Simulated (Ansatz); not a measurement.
# Rock-salt NaBr

Level of theory: G0W0@PBE (plane waves, hard PAW, contour deformation, complete-basis limit; Ansatz, a first-principles code).

Run with largest k mesh 10×10×10 (not extrapolated in the mesh).

Cell (measured lattice):

```
NaBr
1.0
   -2.98690    -2.98690     0.00000
   -2.98690     0.00000    -2.98690
    0.00000    -2.98690    -2.98690
Na Br
1 1
Direct
  0.00000   0.00000   0.00000
  0.50000   0.50000   0.50000
```

For rock-salt NaBr, the band gap is 6.76 eV (direct).

Measured, for comparison: band gap 7.1 eV (temperature not stated, no zero-point or thermal correction; as tabulated in Aguado et al. (1998), arXiv:cond-mat/9809176).

Note: cell and atoms aren't relaxed at this level; the gap holds a correction of +0.26 eV to the complete basis.

Spin–orbit coupling is not included.
